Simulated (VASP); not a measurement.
# InP (F-43m) in VASP: notebook, part 2 of 2

VASP 6.6.1. Earlier steps stand in the parts before.

## (4) Single point, PBE

Input file INCAR:

```
SYSTEM = InP
ALGO = Normal
EDIFF = 1E-7
ENCUT = 520
GGA = PE
ISIF = 2
ISMEAR = 0
LASPH = .True.
LCHARG = .False.
LREAL = .False.
LWAVE = .False.
NBANDS = 16
NELM = 100
PREC = Accurate
SIGMA = 0.022
```

Input file KPOINTS:

```
k-points
0
Gamma
  8 8 8
  0 0 0
```

Input file POSCAR:

```
InP
1.0
    0.0000000000      2.9305000000      2.9305000000
    2.9305000000      0.0000000000      2.9305000000
    2.9305000000      2.9305000000      0.0000000000
In P
1 1
Direct
    0.0000000000      0.0000000000      0.0000000000
    0.7500000000      0.7500000000      0.7500000000
```

Potentials or basis: VASP PAW PBE potentials, release 64 (In_d, P).

Launch:

```bash
$ cat potpaw_PBE.64/In_d/POTCAR potpaw_PBE.64/P/POTCAR > POTCAR
$ mpirun -np 1 vasp_std > vasp.out
```

OUTCAR:

```text
SYSTEM = InP
   EDIFF = 1E-7
   ENCUT = 520
   GGA = PE
   ISIF = 2
   ISMEAR = 0
   LASPH = .True.
   LREAL = .False.
   NELM = 100
   PREC = Accurate

 ion  position               nearest neighbor table
   1  0.000  0.000  0.000-   2 2.54   2 2.54   2 2.54   2 2.54
   2  0.750  0.750  0.750-   1 2.54   1 2.54   1 2.54   1 2.54

  LATTYP: Found a face centered cubic cell.
 ALAT       =     5.8610000000

  Lattice vectors:

 A1 = (   0.0000000000,   2.9305000000,   2.9305000000)
 A2 = (   2.9305000000,   0.0000000000,   2.9305000000)
 A3 = (   2.9305000000,   2.9305000000,   0.0000000000)

Analysis of symmetry for initial positions (statically):
=====================================================================
 Subroutine PRICEL returns:
 Original cell was already a primitive cell.

 Routine SETGRP: Setting up the symmetry group for a
 face centered cubic supercell.

 Subroutine GETGRP returns: Found 24 space group operations
 (whereof 24 operations were pure point group operations)
 out of a pool of 48 trial point group operations.

The static configuration has the point symmetry T_d .

Analysis of symmetry for dynamics (positions and initial velocities):
=====================================================================
 Subroutine PRICEL returns:
 Original cell was already a primitive cell.

 Routine SETGRP: Setting up the symmetry group for a
 face centered cubic supercell.

 Subroutine GETGRP returns: Found 24 space group operations
 (whereof 24 operations were pure point group operations)
 out of a pool of 48 trial point group operations.

The dynamic configuration has the point symmetry T_d .

 Subroutine INISYM returns: Found 24 space group operations
 (whereof 24 operations are pure point group operations),
 and found     1 'primitive' translations

----------------------------------------------------------------------------------------

                                     Primitive cell

  volume of cell :      50.3333

  direct lattice vectors                    reciprocal lattice vectors
     0.000000000  2.930500000  2.930500000    -0.170619348  0.170619348  0.170619348
     2.930500000  0.000000000  2.930500000     0.170619348 -0.170619348  0.170619348
     2.930500000  2.930500000  0.000000000     0.170619348  0.170619348 -0.170619348

  length of vectors
     4.144352845  4.144352845  4.144352845     0.295521380  0.295521380  0.295521380

  position of ions in fractional coordinates (direct lattice)
     0.000000000  0.000000000  0.000000000
     0.750000000  0.750000000  0.750000000

  ion indices of the primitive-cell ions
   primitive index   ion index
                 1           1
                 2           2

----------------------------------------------------------------------------------------

 KPOINTS: k-points

Automatic generation of k-mesh.
 Grid dimensions read from file:
 generate k-points for:    8    8    8

 Generating k-lattice:

  Cartesian coordinates                     Fractional coordinates (reciprocal lattice)
    -0.021327419  0.021327419  0.021327419     0.125000000  0.000000000  0.000000000
     0.021327419 -0.021327419  0.021327419     0.000000000  0.125000000  0.000000000
     0.021327419  0.021327419 -0.021327419     0.000000000  0.000000000  0.125000000

  Length of vectors
     0.036940172  0.036940172  0.036940172

  Shift w.r.t. Gamma in fractional coordinates (k-lattice)
     0.000000000  0.000000000  0.000000000

 Subroutine IBZKPT returns following result:
 ===========================================

 Found     29 irreducible k-points:

 Following reciprocal coordinates:
            Coordinates               Weight
  0.000000  0.000000  0.000000      1.000000
  0.125000  0.000000  0.000000      8.000000
  0.250000  0.000000  0.000000      8.000000
  0.375000  0.000000  0.000000      8.000000
  0.500000  0.000000  0.000000      4.000000
  0.125000  0.125000  0.000000      6.000000
[... 16 lines left out ...]
  0.500000  0.250000  0.125000     48.000000
 -0.375000  0.250000  0.125000     24.000000
 [... further k-points ...]
   k-points           NKPTS =     29   k-points in BZ     NKDIM =     29   number of bands    NBANDS=     16
   number of dos      NEDOS =    301   number of ions     NIONS =      2
   total plane-waves  NPLWV =  32768
   dimension x,y,z NGX =    32 NGY =   32 NGZ =   32
   dimension x,y,z NGXF=    64 NGYF=   64 NGZF=   64
   ions per type =               1   1
   NGX,Y,Z   is equivalent  to a cutoff of  12.84, 12.84, 12.84 a.u.
   NGXF,Y,Z  is equivalent  to a cutoff of  25.67, 25.67, 25.67 a.u.
 SYSTEM =  InP
   PREC   = accura    normal or accurate (medium, high low for compatibility)
   ISTART =      0    job   : 0-new  1-cont  2-samecut
   ICHARG =      2    charge: 1-file 2-atom 10-const
   ISPIN  =      1    spin polarized calculation?
   LNONCOLLINEAR =      F non collinear calculations
   LSORBIT =      F    spin-orbit coupling
   LASPH  =      T    aspherical Exc in radial PAW
   ENCUT  =  520.0 eV  38.22 Ry    6.18 a.u.   7.71  7.71  7.71*2*pi/ulx,y,z
   NELM   =    100;   NELMIN=  2; NELMDL= -5     # of ELM steps
   EDIFF  = 0.1E-06   stopping-criterion for ELM
   LREAL  =      F    real-space projection
   EDIFFG = 0.1E-05   stopping-criterion for IOM
   NSW    =      0    number of steps for IOM
   IBRION =     -1    ionic relax: 0-MD 1-quasi-New 2-CG
   NFREE  =      0    steps in history (QN), initial steepest desc. (CG)
   ISIF   =      2    stress and relaxation
   ISYM   =      2    0-nonsym 1-usesym 2-fastsym
   POTIM  = 0.5000    time-step for ionic-motion
   TEBEG  =    0.0;   TEEND  =   0.0 temperature during run
   PSTRESS=    0.0 pullay stress
   NELECT =      18.0000    total number of electrons
   NUPDOWN=      -1.0000    fix difference up-down
   EMIN   =  10.00;   EMAX   =-10.00  energy-range for DOS
   EFERMI =   0.00;   METHOD = LEGACY
   ISMEAR =     0;   SIGMA  =   0.02  broadening in eV -4-tet -1-fermi 0-gaus
   EFERMI_NEDOS =   21; number of points for ismear=-14 and -15
   IALGO  =     38    algorithm
   IMIX   =      4    mixing-type and parameters
     AMIX     =   0.40;   BMIX     =  1.00
     AMIX_MAG =   1.60;   BMIX_MAG =  1.00
  volume/ion in A,a.u.               =      25.17       169.83
  Fermi-wavevector in a.u.,A,eV,Ry     =   1.162021  2.195901 18.371846  1.350293
  Thomas-Fermi vector in A             =   2.298587
   LORBIT       =      0    0 simple, 1 ext, 2 COOP (PROOUT), +10 PAW based schemes
   GGA     = PE    functional components
   LHFCALC =     F    Hartree Fock is set to
   AEXX    =    0.0000 exact exchange contribution
   IVDW    =     0    specifies the selected vdW correction
   LEPSILON=     F    determine dielectric tensor
   LRPA    =     F    only Hartree local field effects (RPA)
 non-spin polarized calculation
 Gauss-broadening in eV      SIGMA  =   0.02
  energy-cutoff  :      520.00
  volume of cell :       50.33
 maximum number of plane-waves:      1380
   NGX = 15   NGY = 15   NGZ = 15

 number of electron      18.0000005 magnetization

 Free energy of the ion-electron system (eV)
  ---------------------------------------------------
  ext. energy  EPLUGINS =         0.00000000
  ---------------------------------------------------
  free energy    TOTEN  =        -8.38078731 eV

  energy without entropy =       -8.38078731  energy(sigma->0) =       -8.38078731

 E-fermi :   5.2790     XC(G=0):  -9.2826

 val. band max:        5.1894536875   @ k =   0.0000   0.0000   0.0000
 cond. band min:       5.9014877099   @ k =   0.0000   0.0000   0.0000
 fundamental gap:      0.7120340224
 Fermi energy:         5.2790273192

 k-point     1 :       0.0000    0.0000    0.0000
  band No.  band energies     occupation
      1      -8.9969      2.00000
      2      -8.9969      2.00000
      3      -8.9969      2.00000
      4      -8.8448      2.00000
      5      -8.8448      2.00000
      6      -6.3279      2.00000
[... 8 lines left out ...]
     15      14.6385      0.00000
     16      14.6385      0.00000
[... 419 lines left out ...]
 k-point    24 :      -0.3750    0.2500    0.1250
  band No.  band energies     occupation
      1      -9.1300      2.00000
      2      -8.9483      2.00000
      3      -8.9283      2.00000
      4      -8.8502      2.00000
      5      -8.8318      2.00000
      6      -4.2860      2.00000
[... 8 lines left out ...]
     15      15.8992      0.00000
     16      16.5206      0.00000

 [... further k-points ...]

------------------------ aborting loop because EDIFF is reached ----------------------------------------

  FORCE on cell =-STRESS in cart. coord.  units (eV):
  Direction    XX          YY          ZZ          XY          YZ          ZX
  --------------------------------------------------------------------------------------
  -------------------------------------------------------------------------------------
  Total        1.0312305      1.0312305      1.0312305      0.0000000      0.0000000     -0.0000000
  in kB       32.8254864     32.8254864     32.8254864      0.0000000      0.0000000     -0.0000000
  external PRESSURE =      32.8254864 kB  Pullay stress =       0.0000000 kB

 VOLUME and BASIS-vectors are now :
 -----------------------------------------------------------------------------
  energy-cutoff  :      520.00
  volume of cell :       50.33
      direct lattice vectors                 reciprocal lattice vectors
     0.000000000  2.930500000  2.930500000    -0.170619348  0.170619348  0.170619348
     2.930500000  0.000000000  2.930500000     0.170619348 -0.170619348  0.170619348
     2.930500000  2.930500000  0.000000000     0.170619348  0.170619348 -0.170619348

 POSITION                                       TOTAL-FORCE (eV/Angst)
 -----------------------------------------------------------------------------------
      0.00000      0.00000      0.00000         0.000000     -0.000000     -0.000000
      4.39575      4.39575      4.39575        -0.000000      0.000000      0.000000
 -----------------------------------------------------------------------------------
    total drift:                                0.000000      0.000000      0.000000

  FREE ENERGIE OF THE ION-ELECTRON SYSTEM (eV)
  ---------------------------------------------------
  free  energy   TOTEN  =        -8.3807873145 eV

  energy  without entropy=       -8.3807873145  energy(sigma->0) =       -8.38078731
```

stdout:

```text
POSCAR found type information on POSCAR InP
 POSCAR found :  2 types and       2 ions
 scaLAPACK will be used
 LDA part: xc-table for (Slater+PW92), standard interpolation
 POSCAR, INCAR and KPOINTS ok, starting setup
 FFT: planning ... GRIDC
 FFT: planning ... GRID_SOFT
 FFT: planning ... GRID
 WAVECAR not read
 entering main loop
```

Run time: 26 s. Hardware: 1 thread of Intel Xeon Platinum 8259CL at 2.50GHz (Skylake/Cascade Lake), shared host; peak memory 0.18 GiB.

What came out:

- Free energy: -8.3808 eV
- Pressure: 3.3 GPa
- Band gap on the k mesh: 0.71 eV, direct

Caveat: spin-orbit coupling is left out, which moves the levels of the heavy elements.

## (5) Single point, revPBE

This run uses another cell than the first one, of 27.04 Å³/atom, 1.074 times its volume.

Input file INCAR:

```
PREC     = Accurate       # precision mode
ENCUT    = 520            # plane-wave cutoff, eV
EDIFF    = 1E-6           # SCF threshold, eV
ISMEAR   = -1             # smearing method
SIGMA    = 0.05           # smearing width, eV
LREAL    = F              # projectors in reciprocal space
LASPH    = T              # aspherical terms in the spheres
NELM     = 100            # most SCF steps
ALGO     = Normal         # electronic algorithm
ISIF     = 2              # what is computed and relaxed
LWAVE    = F              # write WAVECAR
LCHARG   = F              # write CHGCAR
GGA      = RE             # functional
NBANDS   = 16             # bands
```

Input file KPOINTS:

```
regular mesh
0
Gamma
  8 8 8
```

Input file POSCAR:

```
InP
1.0
    0.0000000000      3.0013618410      3.0013618410
    3.0013618410      0.0000000000      3.0013618410
    3.0013618410      3.0013618410      0.0000000000
In P
1 1
Direct
    0.0000000000      0.0000000000      0.0000000000
    0.7500000000      0.7500000000      0.7500000000
```

Potentials or basis: VASP PAW PBE potentials, release 64 (In_d, P).

Launch:

```bash
$ cat potpaw_PBE.64/In_d/POTCAR potpaw_PBE.64/P/POTCAR > POTCAR
$ mpirun -np 1 vasp_std > vasp.out
```

OUTCAR:

```text
PREC = Accurate
   ENCUT = 520
   EDIFF = 1E-6
   ISMEAR = -1
   LREAL = F
   LASPH = T
   NELM = 100
   ISIF = 2
   GGA = RE

 ion  position               nearest neighbor table
   1  0.000  0.000  0.000-   2 2.60   2 2.60   2 2.60   2 2.60
   2  0.750  0.750  0.750-   1 2.60   1 2.60   1 2.60   1 2.60

  LATTYP: Found a face centered cubic cell.
 ALAT       =     6.0027236820

  Lattice vectors:

 A1 = (   0.0000000000,   3.0013618410,   3.0013618410)
 A2 = (   3.0013618410,   0.0000000000,   3.0013618410)
 A3 = (   3.0013618410,   3.0013618410,   0.0000000000)

Analysis of symmetry for initial positions (statically):
=====================================================================
 Subroutine PRICEL returns:
 Original cell was already a primitive cell.

 Routine SETGRP: Setting up the symmetry group for a
 face centered cubic supercell.

 Subroutine GETGRP returns: Found 24 space group operations
 (whereof 24 operations were pure point group operations)
 out of a pool of 48 trial point group operations.

The static configuration has the point symmetry T_d .
[... 157 lines left out ...]

  energy without entropy =       -7.84090884  energy(sigma->0) =       -7.84094090

 E-fermi :   4.7545     XC(G=0):  -8.8336

 val. band max:        4.5122012679   @ k =   0.0000   0.0000   0.0000
 cond. band min:       4.9290311406   @ k =   0.0000   0.0000   0.0000
 fundamental gap:      0.4168298726
 Fermi energy:         4.7545382318

 k-point     1 :       0.0000    0.0000    0.0000
  band No.  band energies     occupation
      1      -9.5660      2.00000
      2      -9.5660      2.00000
      3      -9.5660      2.00000
      4      -9.4482      2.00000
      5      -9.4482      2.00000
      6      -6.5149      2.00000
[... 433 lines left out ...]
      3      -9.5129      2.00000
      4      -9.4514      2.00000
      5      -9.4378      2.00000
      6      -4.7473      2.00000
[... 8 lines left out ...]
     15      15.0828      0.00000
     16      15.5906      0.00000

 [... further k-points ...]

------------------------ aborting loop because EDIFF is reached ----------------------------------------

  FORCE on cell =-STRESS in cart. coord.  units (eV):
  Direction    XX          YY          ZZ          XY          YZ          ZX
  --------------------------------------------------------------------------------------
  -------------------------------------------------------------------------------------
  Total       -0.0312558     -0.0312558     -0.0312558      0.0000000      0.0000000     -0.0000000
  in kB       -0.9260967     -0.9260967     -0.9260967      0.0000000      0.0000000     -0.0000000
  external PRESSURE =      -0.9260967 kB  Pullay stress =       0.0000000 kB

 VOLUME and BASIS-vectors are now :
 -----------------------------------------------------------------------------
  energy-cutoff  :      520.00
  volume of cell :       54.07
      direct lattice vectors                 reciprocal lattice vectors
     0.000000000  3.001361841  3.001361841    -0.166591043  0.166591043  0.166591043
     3.001361841  0.000000000  3.001361841     0.166591043 -0.166591043  0.166591043
     3.001361841  3.001361841  0.000000000     0.166591043  0.166591043 -0.166591043

 POSITION                                       TOTAL-FORCE (eV/Angst)
 -----------------------------------------------------------------------------------
      0.00000      0.00000      0.00000         0.000000      0.000000      0.000000
      4.50204      4.50204      4.50204        -0.000000     -0.000000     -0.000000
 -----------------------------------------------------------------------------------
    total drift:                                0.000000      0.000000      0.000000

  FREE ENERGIE OF THE ION-ELECTRON SYSTEM (eV)
  ---------------------------------------------------
  free  energy   TOTEN  =        -7.8409729614 eV

  energy  without entropy=       -7.8409088431  energy(sigma->0) =       -7.84094090
```

OSZICAR:

```text
N       E                     dE             d eps       ncg     rms          rms(c)
DAV:   1     0.112867415518E+03    0.11287E+03   -0.83157E+03   944   0.122E+03
DAV:   2    -0.713016101854E+00   -0.11358E+03   -0.10852E+03  1000   0.299E+02
DAV:   3    -0.801573808267E+01   -0.73027E+01   -0.72612E+01  1184   0.745E+01
DAV:   4    -0.820460164444E+01   -0.18886E+00   -0.18880E+00  1176   0.132E+01
DAV:   5    -0.821508330761E+01   -0.10482E-01   -0.10481E-01  1448   0.267E+00    0.532E+00
DAV:   6    -0.785260084726E+01    0.36248E+00   -0.60150E-01  1456   0.115E+01    0.329E+00
DAV:   7    -0.783499008618E+01    0.17611E-01   -0.15208E-01  1320   0.279E+00    0.130E+00
DAV:   8    -0.783915247475E+01   -0.41624E-02   -0.15365E-02  1120   0.140E+00    0.248E-01
DAV:   9    -0.784046796524E+01   -0.13155E-02   -0.17204E-03  1200   0.409E-01    0.132E-01
DAV:  10    -0.784075938063E+01   -0.29142E-03   -0.28656E-04  1176   0.182E-01    0.719E-02
DAV:  11    -0.784097023166E+01   -0.21085E-03   -0.38895E-04  1136   0.122E-01    0.282E-02
DAV:  12    -0.784097030640E+01   -0.74742E-07   -0.10175E-05  1112   0.253E-02    0.988E-03
DAV:  13    -0.784097242970E+01   -0.21233E-05   -0.54245E-06  1152   0.111E-02    0.876E-03
DAV:  14    -0.784097296140E+01   -0.53171E-06   -0.56671E-07   976   0.646E-03
   1 F= -.78409730E+01 E0= -.78409409E+01  d E =-.641183E-04
```

stdout:

```text
POSCAR found type information on POSCAR InP
 POSCAR found :  2 types and       2 ions
 scaLAPACK will be used
 -----------------------------------------------------------------------------
|                                                                             |
|                                                                             |
|     You enforced a specific xc type in the INCAR file but a different       |
|     I HOPE YOU KNOW WHAT YOU ARE DOING!                                     |
|                                                                             |
 -----------------------------------------------------------------------------

 LDA part: xc-table for (Slater+PW92), standard interpolation
 POSCAR, INCAR and KPOINTS ok, starting setup
 FFT: planning ... GRIDC
 FFT: planning ... GRID_SOFT
 FFT: planning ... GRID
 WAVECAR not read
 entering main loop
```

It took 23 s on 1 thread of Intel Xeon Platinum 8259CL at 2.50GHz (Skylake/Cascade Lake), shared host; peak memory 0.18 GiB.

What came out:

* Free energy: -7.8410 eV
* Pressure: -0.1 GPa
* Band gap on the k mesh: 0.42 eV, direct

Caveat: the PAW data sets were made with another functional, which shifts forces and pressure a little; spin-orbit coupling is left out, which moves the levels of the heavy elements.

## (6) Overview

| level | cell | smearing | gap on the mesh (eV) | pressure (GPa) |
| --- | --- | --- | --- | --- |
| PBE | a = 4.144 Å, angles 60.0°, 2 atoms | gaussian 0.02 eV | 0.71 | 3.3 |
| PBE | a = 4.144 Å, angles 60.0°, 2 atoms | gaussian 0.016 eV | 0.71 | 3.3 |
| PBE | a = 4.144 Å, angles 60.0°, 2 atoms | gaussian 0.022 eV | 0.71 | 3.3 |
| revPBE | a = 4.245 Å, angles 60.0°, 2 atoms | fermi-dirac 0.05 eV | 0.42 | -0.1 |

Alike in all rows: task single point; potentials or basis VASP PAW PBE potentials, release 64 (In_d, P); no spin polarisation; k mesh 8 × 8 × 8; cutoff (eV) 520.

On the cell as given the gap runs from 0.71 eV (PBE) to 0.71 eV (PBE).

Caveats: spin-orbit coupling is left out, which moves the levels of the heavy elements; the PAW data sets were made with another functional, which shifts forces and pressure a little (some runs).

Absolute energies hang on the potentials; compare differences alone.

## (7) Comparison with measurements

Step 5. Against the measured gap of InP, 1.4236 eV (direct; 1.6 K; a printed reference work, data compilation), the calculated 0.42 eV is off by -1.01 eV. So large a miss can be the level of theory's own, or it may mean another phase, state or a wrong row. Spin-orbit coupling on In is left out. The value is that of revPBE, without temperature or zero-point motion. Semilocal functionals fall short of measured gaps as a rule.
